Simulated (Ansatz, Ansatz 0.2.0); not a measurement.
# Lattice constant of A15 Ta₃Au from LDA to r2SCAN, and the effect of dispersion terms

## The measurement

The quantity compared is the cubic cell edge of Ta₃Au in the A15 structure, 5.224 Å, taken from a printed reference work on A15 superconductors, structure and lattice parameters. It is a compiled value: neither the method nor the temperature of the measurement is given with it. The diffraction structure from the Crystallography Open Database, which serves as the starting geometry, has an edge of 5.220 Å. The two differ by 0.004 Å, less than 0.1 %. A15 phases commonly tolerate some departure from the ideal 3:1 composition and some exchange of atoms between the two sites, and both can shift the edge. The composition and degree of order of the sample behind the compiled value are not given with it.

| compared with | measured | source's wording or label | method |
| --- | --- | --- | --- |
| a (Å) | 5.224 | cubic A15 cell edge | compiled value, method not stated |

Conditions are those given with the value in the passage it was taken from; "not stated" means there, and the paper may say more elsewhere. The values are a selection: others may have been left out beforehand as unlike or outlying.

## Model and target

I want the cheapest level of theory that gives the lattice constant a within 0.5 % of the compiled value, that is within about 0.026 Å. This is strict enough to expose the usual errors of density functionals for heavy metals, which reach a per cent or more, and it is several times the difference between the two cell edges above.

The model is the perfectly ordered, stoichiometric crystal with 8 atoms in the primitive cell. In the A15 structure every atom sits on a site fixed by symmetry, so the edge is the only free structural parameter. The calculation gives a static lattice; thermal expansion and zero-point motion would lengthen it by roughly 0.1 to 0.3 % if the measurement was made at room temperature.

I begin with LDA, go on to a gradient-corrected functional if the error calls for it, and test the mesh, the cutoff and the potentials at that level before turning to a dearer functional.

Plain PBE isn't shown in this study.

System: Ta3Au (tantalum gold), A15; Pm-3n (No. 223), 8 atoms in the primitive cell; the database structure is a diffraction structure: a = 5.220 Å; structure from the Crystallography Open Database.

On the selection of runs and values: Further runs on this system are not shown.

## 1. LDA as the first rung

LDA is the simplest functional and a relaxation of 8 atoms is cheap. It usually makes metals too small, by around 1 %, though for 5d elements the error is often less. I expect an edge below the measured one, and the size of the shortfall will show whether gradient corrections are needed. A 6×6×6 mesh is a sensible start for a metallic cell of this size.

**Run 1.** Ansatz 0.2.0: LDA, cell and atoms relaxed from the database structure, PAW set soft_2, cutoff 420 eV (default), 6x6x6 k mesh, Gaussian smearing 0.1 eV.

Key lines of the input:
```
crystal:
  # lattice and atoms
kpoints:
  mp_grid: { grid: [6, 6, 6] }
hamiltonian:
  xc: lda
scf:
  occupations: { method: gaussian, width: 0.1 }
output:
  forces: true
  stress: true
relax:
  adjacent_minimum: "off"
  f_tol: 0.005
  max_steps: 60
  cell: { stress_tol: 0.03 }
```

Command:
```
ansatz run input.yaml --threads 4 --pin off --max-ram 16384MiB --backend cpu --events-out ev --progress --plain --runs-dir out
```

Selected lines of the output:
```
relax step   5: F+E_penalty+E_count = -83826.32666009 eV  [...]  max|allowed force component| = 2.183e-17 eV/Å  [...]  P = -0.027 GPa  Ω = 135.666 Å³  [...]
--- Relaxed structure (4 steps of the walk, 3 accepted, 1 SCFs on fresh bases) ---
  cell:  # Å, volume = 135.6660 Å³
    - [5.138349384597234, 0.0, 0.0]
```

Converged; 18 s on 4 cores of Arm Neoverse V1, shared host.

| quantity | run 1 | measured | deviation |
| --- | --- | --- | --- |
| a (Å) | 5.138 | 5.224 | −0.086 (−1.6 %) |
| conventional cell volume (Å³) | 135.67 |  |  |

LDA gives an edge of 5.138 Å, 1.6 % below the compiled value and more than three times the allowed deviation. The sign is the usual one for LDA, but the size is larger than I expected for a compound of two 5d metals. The missing thermal and zero-point expansion would account for only a small part of it. The forces vanish to rounding, as they must with every atom on a site fixed by symmetry, so the relaxation was a search for the volume alone.

## 2. Gradient corrections with PBEsol

The next rung is a gradient-corrected functional. PBEsol was built for the equilibrium volumes of solids and costs little more than LDA, so I change only the functional and keep the potentials, cutoff and mesh. I expect a longer edge, though perhaps still short of the measured one: for 5d metals PBEsol often stays fairly close to LDA.

**Run 2.** Ansatz 0.2.0: PBEsol, cell and atoms relaxed from the database structure, PAW set soft_2, cutoff 420 eV (default), 6x6x6 k mesh, Gaussian smearing 0.1 eV.

Key lines of the input, as changed from run 1:
```diff
  hamiltonian:
-   xc: lda
+   xc: pbesol
```

Selected lines of the output:
```
--- Relaxed structure (4 steps of the walk, 3 accepted, 1 SCFs on fresh bases) ---
    - [5.177884072383247, 0.0, 0.0]
```

Converged; 18 s on the same hardware.

| quantity | run 2 | measured | deviation |
| --- | --- | --- | --- |
| a (Å) | 5.178 | 5.224 | −0.046 (−0.9 %) |
| conventional cell volume (Å³) | 138.82 |  |  |

PBEsol lengthens the edge by 0.040 Å to 5.178 Å and so removes nearly half of the LDA error. The remaining 0.9 % is still a clear miss of the 0.5 % target. The gradient correction acts in the expected direction, but it isn't enough at these settings.

## 3. Mesh, cutoff and potentials under PBEsol

Before I blame the functional for 0.046 Å, I want to know how much of it comes from the numerical settings. I change three things separately: a denser 8×8×8 mesh, because A15 metals tend to have sharp structure in the density of states near the Fermi level; a cutoff of 590 eV; and norm-conserving PseudoDojo potentials in place of the PAW set. I expect the mesh and the cutoff to move the edge by a few thousandths of an ångström at most. The potentials could matter more, since both elements are heavy and the treatment of their inner shells enters here. All three runs are still plain PBEsol relaxations of a small cell, so the check is affordable before I turn to a dearer functional.

**Run 3.** Ansatz 0.2.0: PBEsol, cell and atoms relaxed from the database structure, PAW set soft_2, cutoff 420 eV (default), 8x8x8 k mesh, Gaussian smearing 0.1 eV.

Key lines of the input, as changed from run 2:
```diff
  kpoints:
-   mp_grid: { grid: [6, 6, 6] }
+   mp_grid: { grid: [8, 8, 8] }
```

Selected lines of the output:
```
    - [5.177589424066213, 0.0, 0.0]
```

Converged; 35 s on the same hardware.

**Run 4.** Ansatz 0.2.0: PBEsol, cell and atoms relaxed from the database structure, PAW set soft_2, cutoff 590 eV, 6x6x6 k mesh, Gaussian smearing 0.1 eV.

Key lines of the input, as changed from run 2:
```diff
+ basis:
+   ecutwfc: 590.0
```

Selected lines of the output:
```
    - [5.177788477037666, 0.0, 0.0]
```

Converged; 31 s on the same hardware.

**Run 5.** Ansatz 0.2.0: PBEsol, PseudoDojo norm-conserving pseudopotentials, cell and atoms relaxed from the database structure, cutoff 1034 eV (default), 6x6x6 k mesh, Gaussian smearing 0.1 eV.

Key lines of the input, as changed from run 2:
```diff
  hamiltonian:
+   pseudopotentials: { kind: nc, accuracy: standard }
```

Selected lines of the output:
```
    - [5.177609533027619, 0.0, 0.0]
```

Converged; 70 s on the same hardware.

| quantity | run 3 | run 4 | run 5 | measured |
| --- | --- | --- | --- | --- |
| a (Å) | 5.178 | 5.178 | 5.178 | 5.224 |
| conventional cell volume (Å³) | 138.80 | 138.81 | 138.80 |  |

The denser mesh, the higher cutoff and the norm-conserving potentials each leave the edge at 5.178 Å. The shifts are below 0.001 Å, too small to assign to any one setting given the stopping threshold on the stress. I had thought the potentials might matter more, but the two kinds agree. The miss of 0.046 Å therefore doesn't come from the mesh, the cutoff or the choice between these potentials. The main candidates that remain are the functional, the missing spin-orbit coupling, the static lattice, and the sample behind the compiled value.

## 4. Spin-orbit coupling and a meta-GGA

Two candidates for the remaining error can be tested independently. The first is spin-orbit coupling, which is strong in both Ta and Au and which I add to PBEsol; fully relativistic potential files then replace the scalar ones. I expect a change of a few thousandths of an ångström, because in a broad-band metal the coupling mostly rearranges levels without much effect on the bonding. The second is r2SCAN, a meta-GGA that also uses the kinetic-energy density and costs more per step than PBEsol. For 5d metals it often gives somewhat longer edges than PBEsol, which is the direction needed here.

**Run 6.** Ansatz 0.2.0: PBEsol with spin-orbit coupling, cell and atoms relaxed from the database structure, cutoff 420 eV (default), 6x6x6 k mesh, Gaussian smearing 0.1 eV.

Key lines of the input, as changed from run 2:
```diff
  hamiltonian:
+   pseudopotentials: { kind: paw_fr }
+ magnetization:
+   noncollinear: true
+   spin_orbit: true
```

Selected lines of the output:
```
    - [5.172959749611927, 0.0, 0.0]
Magnetic group: BNS 223.105 (UNI 1607), of the structure as read, at distance tolerance 5.2e-5 Å
Magnetization: |M| = 0.0000 μB,  M = (+0.0000, +0.0000, +0.0000) μB
```

Converged; 2.7 min on the same hardware.

**Run 7.** Ansatz 0.2.0: r2SCAN, cell and atoms relaxed from the database structure, PAW set soft_2, cutoff 500 eV (default), 6x6x6 k mesh, Gaussian smearing 0.1 eV.

Key lines of the input, as changed from run 1:
```diff
  hamiltonian:
-   xc: lda
+   xc: r2scan
```

Command:
```
ansatz run input.yaml --threads 8 --pin off --max-ram 16384MiB --backend cpu --events-out ev --progress --plain --runs-dir out
```

Selected lines of the output:
```
    - [5.2092328550941, 0.0, 0.0]
```

Converged; 16 s on 8 cores of Arm Neoverse V2, shared host.

| quantity | run 6 | run 7 | measured |
| --- | --- | --- | --- |
| a (Å) | 5.173 | 5.209 | 5.224 |
| conventional cell volume (Å³) | 138.43 | 141.36 |  |

r2SCAN gives 5.209 Å, 0.015 Å or 0.3 % below the compiled value and so inside the 0.5 % target. It is 0.031 Å longer than PBEsol at the same mesh. Its default cutoff is higher too, but under PBEsol a larger rise in cutoff left the edge practically unchanged, so I put the gain down to the functional.

The relativistic PBEsol run shortens the edge by 0.005 Å to 5.173 Å. That is about the size I expected, but it widens the miss. The shift includes the change of potential files as well as the coupling itself. The magnetization stays at zero.

## 5. Non-local correlation on top of r2SCAN

r2SCAN lacks long-range dispersion, which adds attraction and could pull the edge back towards the lower limit of the target, about 0.026 Å below the compiled value. I add the rVV10 non-local correlation and keep the potentials, cutoff and mesh of the r2SCAN run. This tests how far the agreement depends on leaving dispersion out; it is no test of the r2SCAN mesh or cutoff. I expect a contraction of the order of 0.01 Å, so the result may fall on either side of that limit.

**Run 8.** Ansatz 0.2.0: r2SCAN+rVV10, cell and atoms relaxed from the database structure, PAW set soft_2, cutoff 500 eV (default), 6x6x6 k mesh, Gaussian smearing 0.1 eV.

Key lines of the input, as changed from run 7:
```diff
  hamiltonian:
+   dispersion: rvv10
```

Converged; 18 s on the same hardware.

| quantity | run 8 | measured | deviation |
| --- | --- | --- | --- |
| a (Å) | 5.192 | 5.224 | −0.032 (−0.6 %) |
| conventional cell volume (Å³) | 139.99 |  |  |

The rVV10 term shortens the r2SCAN edge by 0.017 Å to 5.192 Å, somewhat more than I expected. The deviation grows to 0.6 %, a narrow miss, with the edge about 0.006 Å below the lower limit of the target. The agreement of plain r2SCAN therefore depends on leaving this term out. In a dense metal there is an argument for doing so, because the conduction electrons screen long-range dispersion and a non-local term of this kind can overbind. The comparison of one edge can't show that this is what happens here, and the margin is too thin to rank the two levels on.

## Collected results

| run | settings | a (Å) | deviation | cost |
| --- | --- | --- | --- | --- |
| 1 | LDA, PAW set soft_2, cutoff 420 eV (default), 6x6x6 k mesh | 5.138 | −0.086 (−1.6 %) | 71 core-s |
| 2 | PBEsol, PAW set soft_2, cutoff 420 eV (default), 6x6x6 k mesh | 5.178 | −0.046 (−0.9 %) | 72 core-s |
| 3 | PBEsol, PAW set soft_2, cutoff 420 eV (default), 8x8x8 k mesh | 5.178 | −0.046 (−0.9 %) | 2.3 core-min |
| 4 | PBEsol, PAW set soft_2, cutoff 590 eV, 6x6x6 k mesh | 5.178 | −0.046 (−0.9 %) | 2.1 core-min |
| 5 | PBEsol, PseudoDojo norm-conserving pseudopotentials, cutoff 1034 eV (default), 6x6x6 k mesh | 5.178 | −0.046 (−0.9 %) | 4.7 core-min |
| 6 | PBEsol with spin-orbit coupling, cutoff 420 eV (default), 6x6x6 k mesh | 5.173 | −0.051 (−1.0 %) | 11 core-min |
| 7 | r2SCAN, PAW set soft_2, cutoff 500 eV (default), 6x6x6 k mesh | 5.209 | −0.015 (−0.3 %) | 2.1 core-min |
| 8 | r2SCAN+rVV10, PAW set soft_2, cutoff 500 eV (default), 6x6x6 k mesh | 5.192 | −0.032 (−0.6 %) | 2.4 core-min |
|  | measured | 5.224 |  |  |

Further runs on the same system, made beside this series (convergence steps with loose settings among them):

| further | settings | a (Å) | deviation | cost |
| --- | --- | --- | --- | --- |
| F1 | PBEsol+D3(BJ), PAW set soft_2, cutoff 420 eV (default), 6x6x6 k mesh | 5.125 | −0.099 (−1.9 %) | 94 core-s |
| F2 | BLYP, PAW set soft_2, cutoff 420 eV (default), 6x6x6 k mesh | 5.306 | +0.082 (+1.6 %) | 94 core-s |
| F3 | BLYP+D3(BJ), PAW set soft_2, cutoff 420 eV (default), 6x6x6 k mesh | 5.176 | −0.048 (−0.9 %) | 93 core-s |
| F4 | r2SCAN, PAW set soft_2, cutoff 500 eV (default), 4x4x4 k mesh | 5.207 | −0.017 (−0.3 %) | 82 core-s |
| F5 | PBEsol, PAW set soft_2, cutoff 420 eV (default), 4x4x4 k mesh | 5.174 | −0.050 (−1.0 %) | under 1 core-min |
|  | measured | 5.224 |  |  |

## Outcome

Plain r2SCAN meets the target: its edge of 5.209 Å is 0.3 % below the compiled 5.224 Å, at a cost of about two core-minutes. It is the only level shown here that does so, and it also meets the target on the coarser 4×4×4 mesh, for 82 core-seconds. LDA misses by 1.6 % and PBEsol by 0.9 %.

The step from PBEsol to r2SCAN, 0.031 Å, is the one that brought the edge inside the target; the step from LDA to PBEsol was somewhat larger, 0.040 Å, but left a clear miss. Under PBEsol, a denser mesh, a higher cutoff and norm-conserving potentials each moved the edge by less than 0.001 Å, which clears those settings of blame for the PBEsol miss but doesn't carry over to r2SCAN. For r2SCAN itself, a coarser 4×4×4 mesh gives 5.207 Å, so the result depends little on the mesh between these two settings. Checks of its cutoff and potentials, of a denser mesh for r2SCAN, and of the smearing width at any level are not shown in this report.

Dispersion terms shorten the edge at every level where they were added. rVV10 takes r2SCAN to a narrow miss at 0.6 %, and D3(BJ) takes PBEsol further from the measurement. BLYP changes from 1.6 % too long to 0.9 % too short with D3(BJ). Screening in a metal is an argument for leaving such terms out, but these runs don't prove it.

Thermal and zero-point expansion, roughly 0.1 to 0.3 % for a room-temperature measurement, would close part or all of the r2SCAN gap. It could also bring r2SCAN+rVV10 inside the target, so I don't rank the two. Spin-orbit coupling, together with its change of potentials, shortened the PBEsol edge by 0.005 Å; its effect under r2SCAN is not shown in this report.

The temperature, composition and atomic order behind the compiled value also remain open, so the last few tenths of a per cent can't be assigned. Plain PBE, which usually gives longer edges than PBEsol, is the natural candidate for a cheaper level and is not shown in this report.

[Logs are printed without paths, hosts, clocks, repeated set-up lines and the standing remarks that a program may print on its own settings, such as how far it seeks lower states.]

[The runs shown are a pick from a larger set of finished runs; failed, doubtful and other runs were left out of it ahead of writing. So were measured values far from every level or from commonly accepted values, and agreement can look better than it is. Lines of input and output are excerpts and may be shortened.]
